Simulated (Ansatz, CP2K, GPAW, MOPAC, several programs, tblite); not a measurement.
# ZrSe2 from cheap methods to r2SCAN, part 2 of 2

How much accuracy does each second buy? ZrSe2 is computed with 11 methods, from the cheapest up to r2SCAN.

Several programs; a static lattice, no spin polarisation. Earlier steps stand in the parts before.

**5. PBE/SZV (small basis, CP2K 2026.2)**

The COD entry's cell or inner coordinates are ideal or old and differ from later refinements, so a difference from it is no clean test against experiment.

Input file run.inp:

```
&GLOBAL
 PROJECT run
 RUN_TYPE ENERGY_FORCE
 PRINT_LEVEL LOW
&END GLOBAL
&FORCE_EVAL
 METHOD QS
 STRESS_TENSOR ANALYTICAL
 &DFT
  BASIS_SET_FILE_NAME BASIS_MOLOPT
  POTENTIAL_FILE_NAME GTH_POTENTIALS
  &QS
   EXTRAPOLATION USE_GUESS
  &END QS
  &MGRID
   CUTOFF 350
   REL_CUTOFF 50
  &END MGRID
  &XC
   &XC_FUNCTIONAL PBE
   &END XC_FUNCTIONAL
  &END XC
  &KPOINTS
   SCHEME MONKHORST-PACK 5 5 5
   SYMMETRY F
   FULL_GRID F
  &END KPOINTS
  &SCF
   ADDED_MOS 9
   EPS_SCF 1e-6
   MAX_SCF 80
   &DIAGONALIZATION
   &END DIAGONALIZATION
   &MIXING
    METHOD BROYDEN_MIXING
    ALPHA 0.3
   &END MIXING
   &SMEAR
    METHOD FERMI_DIRAC
    ELECTRONIC_TEMPERATURE [K] 232
   &END SMEAR
   &PRINT
    &ITERATION_INFO
    &END ITERATION_INFO
   &END PRINT
  &END SCF
  &PRINT
   &BAND_STRUCTURE
    FILE_NAME bands.bs
    ADDED_MOS 6
    &KPOINT_SET
     UNITS B_VECTOR
     SPECIAL_POINT 0.00000000 0.00000000 0.00000000
     NPOINTS 0
    &END KPOINT_SET
    &KPOINT_SET
     UNITS B_VECTOR
     SPECIAL_POINT 0.50000000 0.00000000 0.00000000
     NPOINTS 0
    &END KPOINT_SET
    &KPOINT_SET
     UNITS B_VECTOR
     SPECIAL_POINT 0.33333333 0.33333333 0.00000000
     NPOINTS 0
    &END KPOINT_SET
    &KPOINT_SET
     UNITS B_VECTOR
     SPECIAL_POINT 0.00000000 0.00000000 0.50000000
     NPOINTS 0
    &END KPOINT_SET
    &KPOINT_SET
     UNITS B_VECTOR
     SPECIAL_POINT 0.50000000 0.00000000 0.50000000
     NPOINTS 0
    &END KPOINT_SET
    &KPOINT_SET
     UNITS B_VECTOR
     SPECIAL_POINT 0.33333333 0.33333333 0.50000000
     NPOINTS 0
    &END KPOINT_SET
    &KPOINT_SET
     UNITS B_VECTOR
     SPECIAL_POINT -0.04166700 0.00520800 0.00000000
     NPOINTS 0
    &END KPOINT_SET
    &KPOINT_SET
     UNITS B_VECTOR
     SPECIAL_POINT 0.00000000 0.50000000 0.50000000
     NPOINTS 0
    &END KPOINT_SET
    &KPOINT_SET
     UNITS B_VECTOR
     SPECIAL_POINT 0.25000000 0.00000000 0.00000000
     NPOINTS 0
    &END KPOINT_SET
    &KPOINT_SET
     UNITS B_VECTOR
     SPECIAL_POINT 0.00000000 0.25000000 0.00000000
     NPOINTS 0
    &END KPOINT_SET
    &KPOINT_SET
     UNITS B_VECTOR
     SPECIAL_POINT 0.00000000 0.00000000 0.25000000
     NPOINTS 0
    &END KPOINT_SET
    &KPOINT_SET
     UNITS B_VECTOR
     SPECIAL_POINT 0.25000000 0.25000000 0.00000000
     NPOINTS 0
    &END KPOINT_SET
    &KPOINT_SET
     UNITS B_VECTOR
     SPECIAL_POINT 0.25000000 0.00000000 0.25000000
     NPOINTS 0
    &END KPOINT_SET
    &KPOINT_SET
     UNITS B_VECTOR
     SPECIAL_POINT 0.00000000 0.25000000 0.25000000
     NPOINTS 0
    &END KPOINT_SET
    &KPOINT_SET
     UNITS B_VECTOR
     SPECIAL_POINT 0.25000000 0.25000000 0.25000000
     NPOINTS 0
    &END KPOINT_SET
   &END BAND_STRUCTURE
  &END PRINT
 &END DFT
 &SUBSYS
  &CELL
   A 3.78938552 0.00000000 0.00000000
   B -1.89469276 3.28170413 0.00000000
   C -0.00000000 0.00000000 6.18067846
  &END CELL
  &COORD
   SCALED
   Zr 0.00000000 0.00000000 -0.00000000
   Se 0.33333333 0.66666667 0.25374533
   Se 0.66666667 0.33333333 0.74625467
  &END COORD
  &KIND Zr
   BASIS_SET SZV-MOLOPT-SR-GTH
   POTENTIAL GTH-PBE
  &END KIND
  &KIND Se
   BASIS_SET SZV-MOLOPT-SR-GTH
   POTENTIAL GTH-PBE
  &END KIND
 &END SUBSYS
 &PRINT
  &STRESS_TENSOR
  &END STRESS_TENSOR
  &FORCES
  &END FORCES
 &END PRINT
&END FORCE_EVAL
```

Command:

```console
$ cp2k.psmp -i run.inp
```

The log of the run, shortened:

```text
[...]
 CP2K| version string:                                       CP2K version 2026.2
[...]
                             - Atoms:                                          3
[...]
                             - Spherical basis functions:                     18
[...]
 Number of electrons:                                                         24
[...]
     1 NoMix/Diag. 0.30E+00    0.2     1.75240219       -66.2226453014 -6.62E+01
[...]
    12 Broy./Diag. 0.30E+00    0.3     0.00000003       -66.0131731099  1.35E-06
  *** SCF run converged in    12 steps ***
[...]
  Overlap energy of the core charge distribution:               0.00000000001888
  Self energy of the core charge distribution:               -126.25418965999854
  Core Hamiltonian energy:                                     28.90478757332671
  Hartree energy:                                              41.58442266933235
  Exchange-correlation energy:                                -10.24819059739012
  Electronic entropic energy:                                  -0.00000309514312
  Fermi energy:                                                 0.23282889098362
  Total energy:                                               -66.01317310986173
  Total energy (extrapolated to T->0):                        -66.01317156229017
[...]
 ENERGY| Total FORCE_EVAL ( QS ) energy [hartree]            -66.013173552821357
 FORCES| Atomic forces [hartree/bohr]
 FORCES|   Atom     x               y               z               |f|
 FORCES|      1 -3.01701072E-15  6.74408033E-08 -4.01801201E-10   6.74420002E-08
 FORCES|      2  1.15366117E-08 -2.36070291E-08 -3.52581482E-03   3.52581482E-03
 FORCES|      3 -1.15366184E-08 -4.38322484E-08  3.52581523E-03   3.52581524E-03
 FORCES| Sum    -9.72535684E-15  1.52582948E-12  1.78360130E-11
 FORCES| Total atomic force                                       1.79011623E-11
 STRESS| Analytical stress tensor [bar]
 STRESS|                        x                   y                   z
 STRESS|      x        4.43731418712E+04   9.42646718930E-02   9.17275787561E-03
 STRESS|      y        9.42646718930E-02   4.43735943447E+04   5.01936315749E-02
 STRESS|      z        9.17275787561E-03   5.01936315749E-02   6.93107762124E+03
 STRESS| 1/3 Trace                                             3.18926046124E+04
 STRESS| Determinant                                           1.36472627061E+13
[...]
```

Wall time 4.5 s (2 threads of Arm Neoverse V2, shared host); peak memory 0.23 GiB.

Gap 0.11 eV; pressure 3.2 GPa.

Further single points at scaled volumes (the reference cell, shape and fractional coordinates held; logs not shown):

```tsv
volume (Å³/atom)	energy (meV/atom, from the lowest)
22.55	199.4
24.08	66.8
25.62	6.9
27.16	0.0
28.69	31.7
```

A third-order Birch-Murnaghan fit gives V₀ = 26.61 Å³ an atom and B₀ = 77 GPa, with shape and fractional coordinates held. In a layered crystal such scaling stretches the stiff bonds within the layers too, so it hides the weak binding between them.

**6. coarse PBE (low cutoff and mesh, Ansatz 0.2.0)**

Input file input.yaml:

```yaml
crystal:
  lattice:
    - [3.7893855219, 0.0, 0.0]
    - [-1.8946927609, 3.2817041267, 0.0]
    - [0.0, 0.0, 6.1806784553]
  atoms:
    - { symbol: Zr, position: [0.0, 0.0, 0.0] }
    - { symbol: Se, position: [0.3333333333, 0.6666666667, 0.253745328] }
    - { symbol: Se, position: [0.6666666667, 0.3333333333, 0.746254672] }
kpoints:
  mp_grid: { grid: [6, 6, 2] }
  band_path:
    path:
      - [0.0, 0.0, 0.0]
      - [0.5, 0.0, 0.0]
      - [0.3333333333, 0.3333333333, 0.0]
      - [0.0, 0.0, 0.5]
      - [0.5, 0.0, 0.5]
      - [0.3333333333, 0.3333333333, 0.5]
      - [-0.041667, 0.005208, 0.0]
      - [0.0, 0.5, 0.5]
    npoints: 1
hamiltonian:
  xc: pbe
scf:
  occupations: { method: fermi_dirac, width: 0.02 }
  n_extra_bands: 4
output:
  forces: true
  stress: true
  eigenvalues: true
basis:
  ecutwfc: 260
```

Command:

```console
$ ansatz run input.yaml --threads 2 --pin off --max-ram 2764MiB --backend cpu --events-out ev --progress --plain --runs-dir out
```

The log of the run, shortened:

```text
Warning: basis.ecutwfc = 260 eV is below the records' recommended 420 eV, and the density's cutoff is lower with it unless basis.ecutrho_ratio is high enough to keep the records' density cutoff: compare with a run at a higher cutoff
Warning: RAYON_NUM_THREADS=2 ignored (pool sized by the plan → 2); use --threads N
scf.n_extra_bands = 4 over 22 filled bands (N_el = 44.0): the run solves 26 bands
[...]
Pseudopotentials: kind: paw
Pseudopotential: Zr, paw, valence charge 12, recommended cutoff 420 eV (normal), Zr.paw.azcp
Pseudopotential: Se, paw, valence charge 16, recommended cutoff 420 eV (normal), Se.paw.azcp
Functional definition: PBE
[...]
Crystal: 3 atoms, lattice volume = 76.861 Å³
Basis set: ecut = 260 eV, 713 PW (Γ), exchange–correlation on 40×40×72 points (8 copies of the dense FFT grid, shifted against one another)
Bands: 26, of which v1, the nominal top of the filled ones, is band 22 counted from 1 (21 counted from 0)
Symmetry: 12 space group operations
Space group: P-3m1 (ITA 164), of the structure as read, at distance tolerance 4.3e-5 Å
k-points: 14 of 72
[...]
SCF iter   1: F=—  HF=-15125.442316 eV  |F-HF|=—  |Δ(HF+E_count)|=         —  Δρ=3.86e-3  dr2=6.93e-3  ethr=1.77e-3  ⟨swp⟩=5.5  Hψ=1367  notcnv=0
[...]
SCF iter   7: F=-15125.392130 eV  HF=-15125.392130 eV  |F-HF|=1.30e-8  |Δ(HF+E_count)|=   9.06e-8  Δρ=2.85e-6  dr2=1.44e-8  ethr=2.27e-10  ⟨swp⟩=4.0  Hψ=1119  notcnv=0
[...]
NSCF: frozen V_eff on 8 k-points
SCF converged after 7 iterations
Free energy (F): -15125.392130 eV
[...]
E sigma→0 (E₀):  -15125.392123 eV
Entropy (-TS):   -0.000012 eV (-0.004 meV/atom)
Fermi energy:    8.955085 eV
[...]
--- Forces (eV/Å), atoms counted from 1 ---
  atom   1  Zr    -0.00000000    -0.00000000     0.00000000
  atom   2  Se    -0.00000000     0.00000000     0.10491225
  atom   3  Se     0.00000000    -0.00000000    -0.10491225
[...]
--- Stress (GPa, compression-positive) ---
        1.455075      -0.000000       0.000000
       -0.000000       1.455075      -0.000000
        0.000000      -0.000000       2.237638
  P = ⅓ Tr σ = 1.7159 GPa (17.159 kbar)
--- Band table (eV; the first three rows and the last of 14) ---
[... band rows left out ...]
[...]
```

Run time: 0.67 s. Hardware: 2 threads of Arm Neoverse V2, shared host; peak memory 0.29 GiB.

Gap 0.29 eV; pressure 1.7 GPa.

Further single points at scaled volumes (the reference cell, shape and fractional coordinates held; logs not shown):

```tsv
volume (Å³/atom)	energy (meV/atom, from the lowest)
23.57	72.8
24.60	24.0
25.62	6.6
26.65	0.0
27.67	17.3
28.69	48.7
```

No fit is made from these points.

**7. PBE (plane waves, Ansatz 0.2.0)**

input.yaml: that of step 6 with these lines changed.

```diff
@@ -10,3 +10,3 @@
 kpoints:
-  mp_grid: { grid: [6, 6, 2] }
+  mp_grid: { grid: [12, 12, 4] }
   band_path:
@@ -25,3 +25,3 @@
 scf:
-  occupations: { method: fermi_dirac, width: 0.02 }
+  occupations: { method: fixed }
   n_extra_bands: 4
@@ -31,3 +31 @@
   eigenvalues: true
-basis:
-  ecutwfc: 260
```

Command:

```console
$ ansatz run input.yaml --threads 2 --pin off --max-ram 2764MiB --backend cpu --events-out ev --progress --plain --runs-dir out
```

The log of the run, shortened:

```text
Warning: RAYON_NUM_THREADS=2 ignored (pool sized by the plan → 2); use --threads N
scf.n_extra_bands = 4 over 22 filled bands (N_el = 44.0): the run solves 26 bands
[...]
[... 4 set-up lines as earlier in the session ...]
[...]
Crystal: 3 atoms, lattice volume = 76.861 Å³
Basis set: ecut = 420 eV, 1521 PW (Γ), exchange–correlation on 54×54×90 points (8 copies of the dense FFT grid, shifted against one another)
Bands: 26, of which v1, the nominal top of the filled ones, is band 22 counted from 1 (21 counted from 0)
[... 2 set-up lines as earlier in the session ...]
k-points: 69 of 576
[...]
SCF iter   1: F=—  HF=-15126.045432 eV  |F-HF|=—  |Δ(HF+E_count)|=         —  Δρ=1.13e-3  dr2=6.12e-4  ethr=1.77e-3  ⟨swp⟩=4.0  Hψ=6520  notcnv=0  defer=36
[...]
SCF iter   7: F=-15126.045511 eV  HF=-15126.045511 eV  |F-HF|=8.74e-9  |Δ(HF+E_count)|=   2.20e-8  Δρ=3.36e-6  dr2=8.39e-9  ethr=2.27e-10  ⟨swp⟩=4.0  Hψ=6518  notcnv=0
[...]
NSCF: frozen V_eff on 8 k-points
SCF converged after 7 iterations
Free energy (F): -15126.045511 eV
[...]
E sigma→0 (E₀):  -15126.045511 eV
Fermi energy:    8.822412 eV
[...]
--- Forces (eV/Å), atoms counted from 1 ---
  atom   1  Zr    -0.00000000     0.00000000     0.00000000
  atom   2  Se    -0.00000000     0.00000000     0.11359292
  atom   3  Se     0.00000000    -0.00000000    -0.11359292
[...]
--- Stress (GPa, compression-positive) ---
        0.990522      -0.000000       0.000000
       -0.000000       0.990522      -0.000000
        0.000000       0.000000       2.216373
  P = ⅓ Tr σ = 1.3991 GPa (13.991 kbar)
--- Band table (eV; the first three rows and the last of 69) ---
[... band rows left out ...]
[...]
```

It took 3.9 s on 2 threads of Arm Neoverse V2, shared host; peak memory 0.41 GiB.

Gap 0.31 eV; pressure 1.4 GPa.

**8. r2SCAN (plane waves, Ansatz 0.2.0)**

input.yaml: that of step 7 with these lines changed.

```diff
@@ -23,3 +23,3 @@
 hamiltonian:
-  xc: pbe
+  xc: r2scan
 scf:
```

Command:

```console
$ ansatz run input.yaml --threads 2 --pin off --max-ram 2764MiB --backend cpu --events-out ev --progress --plain --runs-dir out
```

The log of the run, shortened:

```text
Warning: RAYON_NUM_THREADS=2 ignored (pool sized by the plan → 2); use --threads N
scf.n_extra_bands = 4 over 22 filled bands (N_el = 44.0): the run solves 26 bands
[...]
[... 1 set-up line as earlier in the session ...]
Pseudopotential: Zr, paw, valence charge 12, recommended cutoff 500 eV (meta_gga), Zr.paw.azcp
Pseudopotential: Se, paw, valence charge 16, recommended cutoff 500 eV (meta_gga), Se.paw.azcp
Functional definition: r2SCAN
[...]
Crystal: 3 atoms, lattice volume = 76.861 Å³
Basis set: ecut = 500 eV, 1943 PW (Γ), exchange–correlation on 120×120×192 points (64 copies of the dense FFT grid, shifted against one another)
Bands: 26, of which v1, the nominal top of the filled ones, is band 22 counted from 1 (21 counted from 0)
[... 2 set-up lines as earlier in the session ...]
k-points: 69 of 576
[...]
SCF iter   1: F=—  HF=-15156.019212 eV  |F-HF|=—  |Δ(HF+E_count)|=         —  Δρ=1.02e-2  dr2=2.33e-1  dr2_τ=2.28e-2  ethr=1.77e-3  ⟨swp⟩=4.2  Hψ=5920  notcnv=0  defer=73
[...]
SCF iter   7: F=-15156.008776 eV  HF=-15156.008776 eV  |F-HF|=2.36e-8  |Δ(HF+E_count)|=   2.13e-7  Δρ=5.37e-6  dr2=6.21e-8  dr2_τ=2.19e-9  ethr=2.27e-10  ⟨swp⟩=6.5  Hψ=8271  notcnv=0
[...]
NSCF: frozen V_eff on 8 k-points
SCF converged after 7 iterations
Free energy (F): -15156.008776 eV
[...]
E sigma→0 (E₀):  -15156.008776 eV
Fermi energy:    8.583522 eV
[...]
--- Forces (eV/Å), atoms counted from 1 ---
  atom   1  Zr     0.00000000     0.00000000     0.00000000
  atom   2  Se    -0.00000000     0.00000000    -0.03777040
  atom   3  Se     0.00000000    -0.00000000     0.03777040
[...]
--- Stress (GPa, compression-positive) ---
        0.869921      -0.000000       0.000000
       -0.000000       0.869921      -0.000000
        0.000000      -0.000000       0.918981
  P = ⅓ Tr σ = 0.8863 GPa (8.863 kbar)
--- Band table (eV; the first three rows and the last of 69) ---
[... band rows left out ...]
[...]
```

Wall time 7.7 s (2 threads of Arm Neoverse V2, shared host); peak memory 0.61 GiB.

Gap 0.61 eV; pressure 0.9 GPa.

**9. The ladder**

Run the same way but not shown above: PM6, GFN2-xTB (tblite), PBE/single-zeta, GLLB-SC.

Gap and time are those of the single point on the reference cell; the volume comes from each method's relaxation, or else from its energy curve; the modulus is at fixed shape. Times are rough (shared host). GLLB-SC's gap includes its derivative discontinuity.

```tsv
method	kind	gap (eV)	volume (Å³/atom)	B₀ (GPa)	atoms computed	CPU time
PM6	semi-empirical	3.21	–	–	54	16 s
PM7	semi-empirical	–	–	–	54	33 s
GFN1-xTB (tblite)	tight binding	0.42	25.01	68	54	2.8 s
GFN2-xTB (tblite)	tight binding	0.81	27.25	44	54	4.5 s
PBE/DZVP	small basis	0.30	26.18	77	3	20 s
PBE/single-zeta	small basis	0.19	–	–	3	42 s
PBE/SZV	small basis	0.11	26.61	77	3	8.2 s
coarse PBE	low cutoff and mesh	0.29	–	–	3	1.2 s
GLLB-SC	model potential	1.04	–	–	3	46 s
PBE	plane waves	0.31	–	–	3	7.6 s
r2SCAN	plane waves	0.61	–	–	3	15 s
```

**10. Results**

This closing draws on all 2 parts.

```
                                      quantity                                                                     value
                                        r2SCAN                                                               gap 0.61 eV
gap: nearest and farthest of the other methods  GFN1-xTB (tblite), GFN2-xTB (tblite) (about 0.19 eV off); PM6 (+2.60 eV)
```

In words: For the gap (full PBE left aside), GFN1-xTB (tblite), GFN2-xTB (tblite) tie for nearest to r2SCAN; PM6 is farthest. A minimal basis or a coarse cutoff and mesh shifts results by its own error, so closeness to r2SCAN can be chance. Cluster runs see only the k-points that fold onto the zone centre, so their gaps can miss the band edges. GLLB-SC is compared with its derivative discontinuity added. PM7 ended in an unphysical state and is left out of the comparison. No r2SCAN modulus is at hand, so moduli aren't ranked. CPU times run from 1.2 s (coarse PBE) to 46 s (GLLB-SC). On this cell PM7, PBE/DZVP, PBE/single-zeta, GLLB-SC cost more than r2SCAN itself (15 s), so they are no saving here. r2SCAN is a yardstick, not the truth: it usually gives gaps below the measured ones. Measured gap of ZrSe2: 1.2 eV (indirect; quoted in “Stress-Tuned Optical Transitions in Layered 1T-MX2 (M= Hf, Zr, Sn; X= S, Se) Crystals”, 2022, arxiv:2210.12074). This calculation gives 0.61 eV (-0.59 eV). That value is r2SCAN's. Of all methods here GLLB-SC lies nearest to the measured gap (1.04 eV).
